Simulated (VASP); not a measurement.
# SiC (F-43m) in VASP: a series of runs

The runs below take SiC through dielectric tensor, band structure, with PBE, LDA, r2SCAN.

All numbers are computed with VASP 6.6.1; they aren't measurements. Logs are shortened: lines on timing, memory, paths and dates and some standing lists are left out, and cuts for length are marked.

**Experimental background.**

“Insight into the structural, elastic and electronic properties of a new orthorhombic 6O-SiC polytype”, 2020, pmc:7200658 quotes, for a bulk crystal of SiC: band gap 2.4 eV (indirect).

“Infrared properties of SiC particles”, 1999, arxiv:astro-ph/9903031 quotes, for a bulk crystal of SiC: high-frequency dielectric constant 6.49.

The results are compared with them further down.

## 1. The crystal as given

The structure is cubic, space group F-43m (No. 216). Conventional cell: a = 4.379 Å, b = 4.379 Å, c = 4.379 Å, α = 90.00°, β = 90.00°, γ = 90.00°. Around Si (site symmetry -43m) lie 4 C at 1.90 Å. C (site symmetry -43m) is surrounded by 4 Si at 1.90 Å.

The cell is a database's computed one.

## 2. Dielectric tensor, PBE

The input, INCAR:

```
SYSTEM = SiC
ALGO = Normal
EDIFF = 1E-8
ENCUT = 450
GGA = PE
IBRION = 8
ISIF = 2
ISMEAR = 0
KPAR = 2
LASPH = .TRUE.
LCHARG = .FALSE.
LEPSILON = .TRUE.
LREAL = .FALSE.
LWAVE = .FALSE.
NELM = 120
PREC = Accurate
SIGMA = 0.02
```

The input, KPOINTS:

```
k-points
0
G
  13 13 13
  0 0 0
```

The input, POSCAR:

```
SiC                                     
1.0
    0.0000000000      2.1892584782      2.1892584782
    2.1892584782      0.0000000000      2.1892584782
    2.1892584782      2.1892584782      0.0000000000
  Si              C             
     1     1
Direct
     0.7500000000000000    0.7500000000000000    0.7500000000000000
     0.0000000000000000    0.0000000000000000    0.0000000000000000
```

Potentials or basis: VASP PAW PBE potentials, release 64 (Si, C).

Run with:

```console
> cat potpaw_PBE.64/Si/POTCAR potpaw_PBE.64/C/POTCAR > POTCAR
> mpirun -np 2 vasp_std > vasp.out
```

OUTCAR:

```text
SYSTEM = SiC
   EDIFF = 1E-8
   ENCUT = 450
   GGA = PE
   IBRION = 8
   ISIF = 2
   ISMEAR = 0
   LASPH = .TRUE.
   LEPSILON = .TRUE.
   LREAL = .FALSE.
   NELM = 120
   PREC = Accurate

 ion  position               nearest neighbor table
   1  0.750  0.750  0.750-   2 1.90   2 1.90   2 1.90   2 1.90
   2  0.000  0.000  0.000-   1 1.90   1 1.90   1 1.90   1 1.90

  LATTYP: Found a face centered cubic cell.
 ALAT       =     4.3785169564

  Lattice vectors:

 A1 = (   0.0000000000,   2.1892584782,   2.1892584782)
 A2 = (   2.1892584782,   0.0000000000,   2.1892584782)
 A3 = (   2.1892584782,   2.1892584782,   0.0000000000)

Analysis of symmetry for initial positions (statically):
=====================================================================
 Subroutine PRICEL returns:
 Original cell was already a primitive cell.

 Routine SETGRP: Setting up the symmetry group for a
 face centered cubic supercell.

 Subroutine GETGRP returns: Found 24 space group operations
 (whereof 24 operations were pure point group operations)
 out of a pool of 48 trial point group operations.

The static configuration has the point symmetry T_d .

Analysis of symmetry for dynamics (positions and initial velocities):
=====================================================================
 Subroutine PRICEL returns:
 Original cell was already a primitive cell.

 Routine SETGRP: Setting up the symmetry group for a
 face centered cubic supercell.

 Subroutine GETGRP returns: Found 24 space group operations
 (whereof 24 operations were pure point group operations)
 out of a pool of 48 trial point group operations.

The dynamic configuration has the point symmetry T_d .

 Subroutine INISYM returns: Found 24 space group operations
 (whereof 24 operations are pure point group operations),
 and found     1 'primitive' translations

----------------------------------------------------------------------------------------

                                     Primitive cell

  volume of cell :      20.9856

  direct lattice vectors                    reciprocal lattice vectors
     0.000000000  2.189258478  2.189258478    -0.228387833  0.228387833  0.228387833
     2.189258478  0.000000000  2.189258478     0.228387833 -0.228387833  0.228387833
     2.189258478  2.189258478  0.000000000     0.228387833  0.228387833 -0.228387833

  length of vectors
     3.096079031  3.096079031  3.096079031     0.395579331  0.395579331  0.395579331

  position of ions in fractional coordinates (direct lattice)
     0.750000000  0.750000000  0.750000000
     0.000000000  0.000000000  0.000000000

  ion indices of the primitive-cell ions
   primitive index   ion index
                 1           1
                 2           2

----------------------------------------------------------------------------------------

 KPOINTS: k-points

Automatic generation of k-mesh.
 Grid dimensions read from file:
 generate k-points for:   13   13   13

 Generating k-lattice:

  Cartesian coordinates                     Fractional coordinates (reciprocal lattice)
[... 414 lines left out ...]
  ---------------------------------------------------
  ---------------------------------------------------
  free energy    TOTEN  =        -0.37570389 eV

  energy without entropy =       -0.37570389

------------------------ aborting loop because EDIFF is reached ----------------------------------------

--------------------------------------- Ionic step        2  -------------------------------------------

------------------------ aborting loop because EDIFF is reached ----------------------------------------

--------------------------------------- Ionic step        3  -------------------------------------------

------------------------ aborting loop because EDIFF is reached ----------------------------------------

 PIEZOELECTRIC TENSOR FIELD DIRECTION 3  (e Angst)
 -----------------------------------------------------------------------------
    -0.00068 -1.28842  0.00000           ( -0.00000 -0.05364  0.00000)
    -1.28842 -0.00068  0.00000           ( -0.05364 -0.00000  0.00000)
     0.00000  0.00000  0.00084           (  0.00000  0.00000 -0.00000)

 PIEZOELECTRIC TENSOR FIELD DIRECTION 3  (C/m^2)
 -----------------------------------------------------------------------------
    -0.00052 -0.98366  0.00000
    -0.98366 -0.00052  0.00000
     0.00000  0.00000  0.00064

--------------------------------------- Ionic step        4  -------------------------------------------

------------------------ aborting loop because EDIFF is reached ----------------------------------------

[... ionic steps 5 to 6 ...]

--------------------------------------- Ionic step        7  -------------------------------------------

 Free energy of the ion-electron system (eV)
  ---------------------------------------------------
  ---------------------------------------------------
  free energy    TOTEN  =        -0.12458391 eV

  energy without entropy =       -0.12458391

------------------------ aborting loop because EDIFF is reached ----------------------------------------

 INTERNAL STRAIN TENSOR  FOR ION    2  DIRECTION 1   (eV/Angst):
 -----------------------------------------------------------------------------
    -0.00489  0.00000  0.00000
     0.00000  0.00208 -7.56024
     0.00000 -7.56024  0.00208

 MACROSCOPIC STATIC DIELECTRIC TENSOR (including local field effects in DFT)
 ------------------------------------------------------
           7.004958    -0.000000     0.000000
           0.000000     7.004958    -0.000000
          -0.000000    -0.000000     7.004958
 ------------------------------------------------------

 PIEZOELECTRIC TENSOR (including local field effects)  for field in x, y, z        (e  Angst)
          XX          YY          ZZ          XY          YZ          ZX
  --------------------------------------------------------------------------------
  x    -0.00000     0.00000    -0.00000     0.00000    -1.28634     0.00000
  y     0.00000     0.00000     0.00000     0.00000     0.00000    -1.28634
  z     0.00000     0.00000     0.00000    -1.28634     0.00000     0.00000

 PIEZOELECTRIC TENSOR (including local field effects)  for field in x, y, z        (C/m^2)
          XX          YY          ZZ          XY          YZ          ZX
  --------------------------------------------------------------------------------
  x    -0.00000     0.00000    -0.00000     0.00000    -0.98208     0.00000
  y     0.00000     0.00000     0.00000     0.00000     0.00000    -0.98208
  z     0.00000     0.00000     0.00000    -0.98208     0.00000     0.00000

 BORN EFFECTIVE CHARGES (including local field effects) (in |e|, cummulative output)
 ---------------------------------------------------------------------------------
 ion    1
    1     2.68371     0.00000    -0.00000
    2     0.00000     2.68371     0.00000
    3    -0.00000     0.00000     2.68371
 ion    2
    1    -2.68371    -0.00000     0.00000
    2     0.00000    -2.68371    -0.00000
    3     0.00000    -0.00000    -2.68371

 INTERNAL STRAIN TENSOR FOR ION    2 for displacements in x,y,z  (eV/Angst):
          X           Y           Z          XY          YZ          ZX
  --------------------------------------------------------------------------------
  x     0.00000     0.00000     0.00000     0.00000    -7.56024     0.00000
  y     0.00000     0.00000     0.00000     0.00000     0.00000    -7.56024
  z     0.00000     0.00000     0.00000    -7.56024     0.00000     0.00000

 SECOND DERIVATIVES (NOT SYMMETRIZED)
 ------------------------------------
               1X          1Y          1Z          2X          2Y          2Z
  1X   -18.602147    0.000000    0.000000   18.602147    0.000000    0.000000
  1Y     0.000000  -18.602147    0.000000    0.000000   18.602147    0.000000
  1Z     0.000000    0.000000  -18.602147    0.000000    0.000000   18.602147
  2X    18.608835    0.000000    0.000000  -18.608835    0.000000    0.000000
  2Y     0.000000   18.608835    0.000000    0.000000  -18.608835    0.000000
  2Z     0.000000    0.000000   18.608835    0.000000    0.000000  -18.608835

 Eigenvectors and eigenvalues of the dynamical matrix
 ----------------------------------------------------

   1 f  =   23.249342 THz   146.079925 2PiTHz  775.514580 cm-1    96.151510 meV
             X         Y         Z           dx          dy          dz
      3.283888  3.283888  3.283888    -0.051656   -0.544805    0.000000
      0.000000  0.000000  0.000000     0.079004    0.833233    0.000000
[... 21 lines left out ...]
   6 f/i=    0.001914 THz     0.012026 2PiTHz    0.063846 cm-1     0.007916 meV
             X         Y         Z           dx          dy          dz
      3.283888  3.283888  3.283888    -0.131064    0.826645    0.000000
      0.000000  0.000000  0.000000    -0.085696    0.540497    0.000000

--------------------------------------------------------------------------------------------------------

 MACROSCOPIC STATIC DIELECTRIC TENSOR IONIC CONTRIBUTION
 ------------------------------------------------------
           3.337921     0.000000    -0.000000
           0.000000     3.337921    -0.000000
          -0.000000     0.000000     3.337921
 ------------------------------------------------------

 ELASTIC MODULI CONTR FROM IONIC RELAXATION (kBar)
 Direction    XX          YY          ZZ          XY          YZ          ZX
 --------------------------------------------------------------------------------
 XX          -0.0000      0.0000      0.0000      0.0000     -0.0000      0.0000
 YY           0.0000     -0.0000     -0.0000      0.0000      0.0000     -0.0000
 ZZ           0.0000     -0.0000     -0.0000     -0.0000      0.0000      0.0000
 XY           0.0000      0.0000     -0.0000   -216.2271      0.0000      0.0000
 YZ          -0.0000      0.0000      0.0000      0.0000   -216.2271      0.0000
 ZX           0.0000     -0.0000      0.0000     -0.0000      0.0000   -216.2271
 --------------------------------------------------------------------------------

 PIEZOELECTRIC TENSOR IONIC CONTR  for field in x, y, z        (C/m^2)
          XX          YY          ZZ          XY          YZ          ZX
  --------------------------------------------------------------------------------
  x     0.00000    -0.00000    -0.00000    -0.00000     0.79940     0.00000
  y    -0.00000     0.00000    -0.00000     0.00000     0.00000     0.79940
  z    -0.00000    -0.00000     0.00000     0.79940    -0.00000    -0.00000
```

Run time: 79 s. Hardware: 2 MPI ranks of Intel Xeon Platinum 8488C (Sapphire Rapids), shared host; peak memory 0.23 GiB.

Results:

* Band gap on the k mesh: 1.44 eV, indirect (least direct gap 4.57 eV)
* Electronic dielectric tensor (diagonal): 7.00
* Born charges (mean of the diagonal): Si +2.68; C -2.68 e
* Highest phonon frequency at Γ, LO-TO splitting left out: 776 cm⁻¹

Levels at points of the mesh, in eV from the valence-band top:
```csv
k point,band 1,band 2,band 3,band 4,band 5,band 6,band 7,band 8
"(0.00, 0.00, 0.00)",-15.29,0.00,0.00,0.00,6.07,7.21,7.21,7.21
```

Phonon frequencies in cm⁻¹ (negative: imaginary):
| q point | frequencies |
| --- | --- |
| (0.000, 0.000, 0.000) | 0 0 0 776 776 776 |

Electronic dielectric tensor:
```
7.00 0.00 0.00
0.00 7.00 0.00
0.00 0.00 7.00
```

Born effective charge tensors (e):
atom 1, Si
```
2.68 0.00 0.00
0.00 2.68 0.00
0.00 0.00 2.68
```
atom 2, C
```
-2.68  0.00  0.00
 0.00 -2.68  0.00
 0.00  0.00 -2.68
```

Caveat: an odd mesh through Γ misses points on the zone boundary, where band edges often lie.

(Continued in part 2 of 3.)
